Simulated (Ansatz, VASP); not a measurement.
## CdTe in VASP and in Ansatz

```
Cd Te
1.0
     0.00000    3.01602    3.61922
     3.01602    0.00000    3.61922
     3.01602    3.01602    0.00000
Cd Te
1 1
Cartesian
  0.0000 0.0000 0.0000
  4.5240 4.5240 5.4288
```

Alike in both runs: task single point; functional PBE; k mesh 8 × 8 × 8; occupations gaussian, width 0.05 eV; no spin polarisation.

```csv
,VASP,Ansatz
version,VASP 6.6.1,Ansatz 0.2.0
potentials or method,"VASP PAW PBE potentials, release 64 (Cd, Te)","scalar-relativistic, plane waves, PAW"
plane-wave cutoff (eV),520,420
valence electrons in the cell,18,36
```

```csv
,VASP,Ansatz,Ansatz less VASP
gap on the k mesh at the Fermi level (eV),0.44,0.44,0.000
least direct gap on the mesh (eV),0.44,0.44,0.000
pressure (GPa),3.8,3.6,-0.15
largest component of the traceless stress (GPa),2.52,2.53,+0.011
```

The two sets of potentials don't hold the same shells in valence.

Caveats: spin-orbit coupling is left out, which moves the levels of the heavy elements.
